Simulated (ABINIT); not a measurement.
The system is ZnSe (Stilleite).

```
Se Zn
1.0
     0.00000    2.83380    2.83380
     2.83380    0.00000    2.83380
     2.83380    2.83380    0.00000
Se Zn
1 1
Cartesian
  4.2507 4.2507 4.2507
  0.0000 0.0000 0.0000
```

Base run:

| Item | Value |
| --- | --- |
| Program | ABINIT 10.8.3 (patched build) |
| Functional | WC |
| Potentials or basis | JTH PAW PBE v2.0 |
| Cutoff | 544 eV |
| k mesh | 8 × 8 × 8 |
| Occupations | fermi-dirac, width 0.05 eV |
| Spin | no spin polarisation |

Its results: band gap on the k mesh 1.13 eV, direct.

Question: The run is repeated on the same cell with these changes: functional from WC to AM05. What comes out?

Answer: Band gap on the k mesh 1.27 eV, direct.

